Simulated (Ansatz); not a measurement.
Something may be wrong with this Ansatz 0.2.0 calculation of WC.

The input input.yaml:

```yaml
crystal:
  lattice:
    - [0.0, 2.192684, 2.192684]
    - [2.192684, 0.0, 2.192684]
    - [2.192684, 2.192684, 0.0]
  atoms:
    - { symbol: W, position: [0.0, 0.0, 0.0], spin: 2.0 }
    - { symbol: C, position: [0.5, 0.5, 0.5] }
hamiltonian:
  xc: pbesol
  pseudopotentials: { kind: paw }
kpoints:
  mp_grid: { grid: [10, 10, 10] }
  band_path:
    path:
      - [[0.0, 0.0, 0.0], [0.5, 0.0, 0.5], [0.5, 0.25, 0.75], [0.375, 0.375, 0.75], [0.0, 0.0, 0.0], [0.5, 0.5, 0.5], [0.625, 0.25, 0.625], [0.5, 0.25, 0.75], [0.5, 0.5, 0.5], [0.375, 0.375, 0.75]]
      - [[0.625, 0.25, 0.625], [0.5, 0.0, 0.5]]
    npoints: 14
scf:
  occupations: { method: fermi_dirac, width: 0.05 }
  n_extra_bands: 6
  max_iter: 100
output:
  forces: true
  stress: true
  eigenvalues: true
  fatbands: false
```

Potentials or basis: Ansatz PAW.

Run with:

```sh
$ ansatz run input.yaml --threads 2 --pin off --max-ram 5632MiB --backend cpu --events-out ev --progress --plain --runs-dir out
```

Output:

```text
Error: inconsistent input (magnetization.spin_polarized): false but per-atom `spin:`, `per_species`, `initial_magnetization`, `magnetic_field`, or `spin_locking` is set
```

Q: Diagnose the run.

A: The input was rejected before any iteration. The input holds a flaw that was put in on purpose: a moment without spin polarisation (magnetization = left out; crystal.atoms[0].spin = 2).
